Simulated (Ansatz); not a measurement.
Geometry optimisation in Ansatz: input, command and trajectory.

```yaml
crystal:
  lattice:
    - [3.2063919106, 0.0, 0.0]
    - [-1.6031959553, 2.776816849, 0.0]
    - [0.0, 0.0, 6.9102975494]
  atoms:
    - { symbol: Cd, position: [0.6666666667, 0.3333333333, 0.5331967369] }
    - { symbol: Cd, position: [0.3333333333, 0.6666666667, 0.0331967369] }
    - { symbol: S, position: [0.6666666667, 0.3333333333, 0.8438032631] }
    - { symbol: S, position: [0.3333333333, 0.6666666667, 0.3438032631] }
basis:
  ecutwfc: 420
kpoints:
  mp_grid: { grid: [15, 15, 6] }
hamiltonian:
  xc: pbe
scf:
  occupations: { method: gaussian, width: 0.1 }
output:
  forces: true
  stress: true
  eigenvalues: true
relax:
  adjacent_minimum: "off"
  f_tol: 0.008
  max_steps: 50
  cell: { stress_tol: 0.08, p_target: 90.0 }
```

```bash
ansatz run input.yaml --threads 1 --pin off --max-ram 2560MiB --backend cpu --events-out ev --progress --plain --runs-dir out
```

These are results of DFT PBE, scalar-relativistic, plane waves, PAW (Ansatz 0.2.0), not measurements.

Of 21 frames 10 are shown, positions in Å and forces in eV/Å; the SCF threshold varies from step to step. Steps run on the plane waves of an earlier cell, with a Pulay correction in the pressure. The basis is chosen afresh for the last frame, the zero of the energies, and at times for earlier ones too; energy and pressure step there, also at an unchanged geometry. Here that happened at step 14 (-37 meV/atom, 3.7 GPa); the frames before carry an error of that size. The relaxation lowers the enthalpy F + PV at the target pressure, so the free energy itself can rise. The mark taken_back stands on steps that the optimiser undid.

```xyz
4
Lattice="3.2064 0.0000 0.0000 -1.6032 2.7768 0.0000 0.0000 0.0000 6.9103" Properties=species:S:1:pos:R:3:forces:R:3 pbc="T T T" step=1 free_energy_over_end_meV_per_atom=-855.90 pressure_GPa=72.87
Cd    1.6032    0.9256    3.6845    0.0000    0.0000    0.3645
Cd    0.0000    1.8512    0.2294    0.0000    0.0000    0.3645
S     1.6032    0.9256    5.8309    0.0000    0.0000   -0.3645
S     0.0000    1.8512    2.3758    0.0000    0.0000   -0.3645
4
Lattice="3.0338 0.0000 0.0000 -1.5169 2.6274 0.0000 0.0000 0.0000 7.0589" Properties=species:S:1:pos:R:3:forces:R:3 pbc="T T T" step=3 free_energy_over_end_meV_per_atom=-228.59 pressure_GPa=96.41
Cd    1.5169    0.8758    3.8006    0.0000    0.0000    0.7428
Cd    0.0000    1.7516    0.2712    0.0000    0.0000    0.7428
S     1.5169    0.8758    5.9195    0.0000    0.0000   -0.7429
S     0.0000    1.7516    2.3901    0.0000    0.0000   -0.7429
4
Lattice="2.8361 0.0000 0.0000 -1.4180 2.4561 0.0000 0.0000 0.0000 7.7296" Properties=species:S:1:pos:R:3:forces:R:3 pbc="T T T" step=5 free_energy_over_end_meV_per_atom=-61.46 pressure_GPa=89.68
Cd    1.4180    0.8187    4.2456    0.0000    0.0000   -0.3623
Cd    0.0000    1.6374    0.3808    0.0000    0.0000   -0.3623
S     1.4180    0.8187    6.3981    0.0000    0.0000    0.3622
S     0.0000    1.6374    2.5333    0.0000    0.0000    0.3622
4
Lattice="2.5588 0.0000 0.0000 -1.2794 2.2160 0.0000 0.0000 0.0000 8.7469" Properties=species:S:1:pos:R:3:forces:R:3 pbc="T T T" step=8 free_energy_over_end_meV_per_atom=205.68 pressure_GPa=97.04
Cd    1.2794    0.7387    4.9054    0.0000    0.0000   -1.2796
Cd    0.0000    1.4773    0.5320    0.0000    0.0000   -1.2796
S     1.2794    0.7387    7.1390    0.0000    0.0000    1.2797
S     0.0000    1.4773    2.7656    0.0000    0.0000    1.2797
4
Lattice="2.5293 0.0000 0.0000 -1.2646 2.1904 0.0000 0.0000 0.0000 8.6977" Properties=species:S:1:pos:R:3:forces:R:3 pbc="T T T" step=10 free_energy_over_end_meV_per_atom=650.08 pressure_GPa=119.66 taken_back
Cd    1.2646    0.7301    4.7557    0.0000    0.0000    4.7126
Cd    0.0000    1.4603    0.4069    0.0000    0.0000    4.7126
S     1.2646    0.7301    7.2210    0.0000    0.0000   -4.7126
S     0.0000    1.4603    2.8721    0.0000    0.0000   -4.7126
4
Lattice="2.5575 0.0000 0.0000 -1.2787 2.2148 0.0000 0.0000 0.0000 8.8680" Properties=species:S:1:pos:R:3:forces:R:3 pbc="T T T" step=12 free_energy_over_end_meV_per_atom=94.24 pressure_GPa=89.91
Cd    1.2787    0.7383    4.9506    0.0000    0.0000    0.0002
Cd    0.0000    1.4766    0.5167    0.0000    0.0000    0.0002
S     1.2787    0.7383    7.2605    0.0000    0.0000   -0.0001
S     0.0000    1.4766    2.8266    0.0000    0.0000   -0.0001
4
Lattice="2.5572 0.0000 0.0000 -1.2786 2.2146 0.0000 0.0000 0.0000 8.8679" Properties=species:S:1:pos:R:3:forces:R:3 pbc="T T T" step=14 free_energy_over_end_meV_per_atom=59.06 pressure_GPa=93.73
Cd    1.2786    0.7382    4.9506    0.0000    0.0000    0.0022
Cd    0.0000    1.4764    0.5167    0.0000    0.0000    0.0022
S     1.2786    0.7382    7.2604    0.0000    0.0000   -0.0022
S     0.0000    1.4764    2.8265    0.0000    0.0000   -0.0022
4
Lattice="2.5126 0.0000 0.0000 -1.2563 2.1760 0.0000 0.0000 0.0000 9.2949" Properties=species:S:1:pos:R:3:forces:R:3 pbc="T T T" step=17 free_energy_over_end_meV_per_atom=-33.22 pressure_GPa=88.13 taken_back
Cd    1.2563    0.7253    5.2052    0.0000    0.0000    0.0211
Cd    0.0000    1.4507    0.5577    0.0000    0.0000    0.0211
S     1.2563    0.7253    7.5940    0.0000    0.0000   -0.0211
S     0.0000    1.4507    2.9465    0.0000    0.0000   -0.0211
4
Lattice="2.5246 0.0000 0.0000 -1.2623 2.1864 0.0000 0.0000 0.0000 9.1571" Properties=species:S:1:pos:R:3:forces:R:3 pbc="T T T" step=19 free_energy_over_end_meV_per_atom=0.99 pressure_GPa=90.05
Cd    1.2623    0.7288    5.1238    0.0000    0.0000   -0.0100
Cd    0.0000    1.4576    0.5452    0.0000    0.0000   -0.0100
S     1.2623    0.7288    7.4856    0.0000    0.0000    0.0100
S     0.0000    1.4576    2.9070    0.0000    0.0000    0.0100
4
Lattice="2.5248 0.0000 0.0000 -1.2624 2.1865 0.0000 0.0000 0.0000 9.1571" Properties=species:S:1:pos:R:3:forces:R:3 pbc="T T T" step=21 free_energy_over_end_meV_per_atom=0.00 pressure_GPa=89.99
Cd    1.2624    0.7288    5.1234    0.0000    0.0000    0.0023
Cd    0.0000    1.4577    0.5449    0.0000    0.0000    0.0023
S     1.2624    0.7288    7.4859    0.0000    0.0000   -0.0023
S     0.0000    1.4577    2.9074    0.0000    0.0000   -0.0023
```

Time: 12 min on 1 thread of Arm Neoverse N1, with other jobs on the host, peak memory 0.52 GiB.